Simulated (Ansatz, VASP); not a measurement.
## One calculation of Ti5Si, two programs

The input INCAR:

```
PREC = Accurate
ENCUT = 520
EDIFF = 1E-6
ISMEAR = 0
SIGMA = 0.1
LREAL = F
LASPH = T
NELM = 100
ALGO = Fast
ISIF = 2
LWAVE = F
LCHARG = T
GGA = PE
LELF = T
LVHAR = T
NBANDS = 41
```

KPOINTS

```
Automatic mesh
0
Gamma
  6 6 6
```

POSCAR

```
Ti5Si
1.0
    2.5228393509      1.4565619783      4.4409048145
   -2.5228393509      1.4565619783      4.4409048145
    0.0000000000     -2.9131239567      4.4409048145
Ti Si
5 1
Direct
    0.1514396700      0.1514396700      0.1514396700
    0.6053500000      0.3946500000      0.0000000000
    0.0000000000      0.6053500000      0.3946500000
    0.8485603300      0.8485603300      0.8485603300
    0.3946500000      0.0000000000      0.6053500000
    0.5000000000      0.5000000000      0.5000000000
```

Input for Ansatz:

```yaml
crystal:
  lattice:
    - [2.5228393509, 1.4565619783, 4.4409048145]
    - [-2.5228393509, 1.4565619783, 4.4409048145]
    - [0.0, -2.9131239567, 4.4409048145]
  atoms:
    - { symbol: Ti, position: [0.15143967, 0.15143967, 0.15143967] }
    - { symbol: Ti, position: [0.60535, 0.39465, 0.0] }
    - { symbol: Ti, position: [0.0, 0.60535, 0.39465] }
    - { symbol: Ti, position: [0.84856033, 0.84856033, 0.84856033] }
    - { symbol: Ti, position: [0.39465, 0.0, 0.60535] }
    - { symbol: Si, position: [0.5, 0.5, 0.5] }
basis:
  ecutwfc: 420
kpoints:
  mp_grid: { grid: [6, 6, 6] }
hamiltonian:
  xc: pbe
scf:
  occupations: { method: gaussian, width: 0.1 }
output:
  forces: true
  stress: true
  eigenvalues: true
```

The cell comes from a database or a generator and needn't be the stable form of this composition.

Alike in both runs: task single point; functional PBE; k mesh 6 × 6 × 6; occupations gaussian, width 0.1 eV; no spin polarisation.

|  | VASP | Ansatz |
| --- | --- | --- |
| version | VASP 6.6.1 | Ansatz 0.2.0 |
| potentials or method | VASP PAW PBE potentials, release 64 (Ti_sv, Si) | scalar-relativistic, plane waves, PAW |
| plane-wave cutoff (eV) | 520 | 420 |
| valence electrons in the cell | 64 | 64 |

VASP gave:

```
gap on the k mesh at the Fermi level (eV)       : none
pressure (GPa)                                  : -0.1
largest component of the traceless stress (GPa) : 0.10
rms of the force components (eV/Å)              : 0.015
```

Problem. Which values does Ansatz return?

Solution. gap on the k mesh at the Fermi level (eV): none; pressure (GPa): 0.0; largest component of the traceless stress (GPa): 0.10; rms of the force components (eV/Å): 0.015.

Atom by atom the forces differ by 0.000 eV/Å (rms over components). A gap of «none» marks a metal or a gap that the smearing closes.
